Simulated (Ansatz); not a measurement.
A plane-wave DFT run in Ansatz 0.2.0 (scalar-relativistic PAW potentials unless the input names others): input and command.

```yaml
crystal:
  lattice:
    - [5.1608408603, 0.0, -0.0153390565]
    - [0.0, 5.212189878, 0.0]
    - [-0.8814769846, 0.0, 5.2787237357]
  atoms:
    - { symbol: Hf, position: [0.2757243756, 0.0428613283, 0.2084023814] }
    - { symbol: Hf, position: [0.7242756244, 0.5428613283, 0.2915976186] }
    - { symbol: Hf, position: [0.7242756244, 0.9571386717, 0.7915976186] }
    - { symbol: Hf, position: [0.2757243756, 0.4571386717, 0.7084023814] }
    - { symbol: O, position: [0.449133177, 0.7572235639, 0.476700502] }
    - { symbol: O, position: [0.550866823, 0.2572235639, 0.023299498] }
    - { symbol: O, position: [0.550866823, 0.2427764361, 0.523299498] }
    - { symbol: O, position: [0.449133177, 0.7427764361, 0.976700502] }
    - { symbol: O, position: [0.0672019315, 0.3287421741, 0.3483696704] }
    - { symbol: O, position: [0.9327980685, 0.8287421741, 0.1516303296] }
    - { symbol: O, position: [0.9327980685, 0.6712578259, 0.6516303296] }
    - { symbol: O, position: [0.0672019315, 0.1712578259, 0.8483696704] }
basis:
  ecutwfc: 500
kpoints:
  mp_grid: { grid: [6, 6, 6] }
hamiltonian:
  xc: r2scan
scf:
  occupations: { method: gaussian, width: 0.02 }
  n_extra_bands: 4
output:
  forces: true
  eigenvalues: true
  stress: true
```

```bash
ansatz run input.yaml --threads 4 --pin off --max-ram 10240MiB --backend cpu --events-out ev --progress --plain --runs-dir out
```

Abridged log:
```
scf.n_extra_bands = 4 over 76 filled bands (N_el = 152.0): the run solves 80 bands
Pseudopotentials: kind: paw
Pseudopotential: Hf, paw, valence charge 26, recommended cutoff 500 eV (meta_gga)
Pseudopotential: O, paw, valence charge 6, recommended cutoff 500 eV (meta_gga)
Functional definition: r2SCAN
Crystal: 12 atoms, lattice volume = 141.923 Å³
Basis set: ecut = 500 eV, 3627 PW (Γ), exchange–correlation on 160×160×160 points (64 copies of the dense FFT grid, shifted against one another)
Bands: 80, of which v1, the nominal top of the filled ones, is band 76 counted from 1 (75 counted from 0)
Symmetry: 4 space group operations
Space group: P21/c (ITA 14), of the structure as read, at distance tolerance 5.2e-5 Å
k-points: 80 of 216
Initial density: superposition of atomic densities (neutral atoms: chi_scale 0, normalization atom), corrected by the library's trained network
Initial wavefunctions: pseudopotential atomic-orbital guess
Functional: x = r2scan, c = r2scan; τ floored in thin density (d = 2e-4 eV/Å³)
SCF iter   1: F=—  HF=-67505.495085 eV  |F-HF|=—  |Δ(HF+E_count)|=         —  Δρ=1.04e-2  dr2=1.25e-1  dr2_τ=7.98e-1  ethr=1.77e-3  ⟨swp⟩=6.0  Hψ=21736  notcnv=0
SCF iter   2: F=—  HF=-67505.679688 eV  |F-HF|=—  |Δ(HF+E_count)|=   1.85e-1  Δρ=5.52e-3  dr2=3.29e-2  dr2_τ=5.19e-3  ethr=8.25e-5  ⟨swp⟩=2.0  Hψ=14565  notcnv=0
SCF iter   3: F=—  HF=-67505.677564 eV  |F-HF|=—  |Δ(HF+E_count)|=   2.12e-3  Δρ=3.40e-3  dr2=7.25e-3  dr2_τ=1.62e-3  ethr=2.16e-5  ⟨swp⟩=2.0  Hψ=10880  notcnv=0
SCF iter   4: F=—  HF=-67505.677929 eV  |F-HF|=—  |Δ(HF+E_count)|=   3.65e-4  Δρ=8.40e-4  dr2=8.40e-4  dr2_τ=1.46e-4  ethr=4.77e-6  ⟨swp⟩=2.0  Hψ=8970  notcnv=0
SCF iter   5: F=—  HF=-67505.677984 eV  |F-HF|=—  |Δ(HF+E_count)|=   5.48e-5  Δρ=1.94e-4  dr2=2.90e-5  dr2_τ=5.84e-6  ethr=5.52e-7  ⟨swp⟩=2.0  Hψ=12160  notcnv=0
SCF iter   6: F=—  HF=-67505.678005 eV  |F-HF|=—  |Δ(HF+E_count)|=   2.17e-5  Δρ=8.10e-5  dr2=9.29e-6  dr2_τ=1.39e-6  ethr=1.91e-8  ⟨swp⟩=2.0  Hψ=12317  notcnv=0
SCF iter   7: F=—  HF=-67505.678004 eV  |F-HF|=—  |Δ(HF+E_count)|=   1.03e-6  Δρ=2.08e-5  dr2=5.37e-7  dr2_τ=8.07e-8  ethr=6.11e-9  ⟨swp⟩=2.0  Hψ=11200  notcnv=0
SCF iter   8: F=—  HF=-67505.678004 eV  |F-HF|=—  |Δ(HF+E_count)|=   1.33e-7  Δρ=8.86e-6  dr2=1.25e-7  dr2_τ=1.16e-8  ethr=6.58e-11  ⟨swp⟩=5.9  Hψ=27531  notcnv=0
SCF iter   9: F=-67505.678004 eV  HF=-67505.678004 eV  |F-HF|=7.57e-10  |Δ(HF+E_count)|=   5.22e-9  Δρ=1.19e-6  dr2=2.95e-9  dr2_τ=2.05e-10  ethr=6.58e-11  ⟨swp⟩=4.1  Hψ=24630  notcnv=0
SCF 1 converged in 9 iterations: F = -67505.678004 eV  dr2 = 2.95e-9
SCF converged after 9 iterations
Free energy (F): -67505.678004 eV
Harris-Foulkes:  -67505.678004 eV  (|F-HF|=7.57e-10)
Internal energy: -67505.678004 eV  (E = F + TS)
E sigma→0 (E₀):  -67505.678004 eV
Fermi energy:    15.579845 eV
--- Forces (eV/Å), atoms counted from 1 ---
  atom   1  Hf    -0.07377671    -0.00168155    -0.04997859
  atom   2  Hf     0.07377671    -0.00168155     0.04997859
  atom   3  Hf     0.07377671     0.00168155     0.04997859
  atom   4  Hf    -0.07377671     0.00168155    -0.04997859
  atom   5  O      0.06555204    -0.00517345    -0.01780176
  atom   6  O     -0.06555204    -0.00517345     0.01780176
  atom   7  O     -0.06555204     0.00517345     0.01780176
  atom   8  O      0.06555204     0.00517345    -0.01780176
  atom   9  O      0.02840401     0.00836615     0.04712912
  atom  10  O     -0.02840401     0.00836615    -0.04712912
  atom  11  O     -0.02840401    -0.00836615    -0.04712912
  atom  12  O      0.02840401    -0.00836615     0.04712912
--- Stress (GPa, compression-positive) ---
       -5.577825       0.000000      -0.139512
        0.000000      -5.573526       0.000000
       -0.139519       0.000000      -5.396559
  P = ⅓ Tr σ = -5.5160 GPa (-55.160 kbar)
```

Apart from outputs, the input differs from a reference run on usual settings in scf.n_extra_bands: not typed → 4. The reference, at the same geometry (not necessarily relaxed), gave pressure -5.52 GPa, largest force 0.089 eV/Å, gap on the mesh 4.54 eV. This run converged in 9 SCF iterations (reference: 9) with an energy at zero smearing within 0.01 meV/atom of the reference's, pressure -5.52 GPa, largest force 0.089 eV/Å, gap on the mesh 4.54 eV.

Time: 64 s on 4 threads of Intel(R) Xeon(R) Processor @ 2.50GHz (Skylake/Cascade Lake), on a shared host, peak memory 1.4 GiB.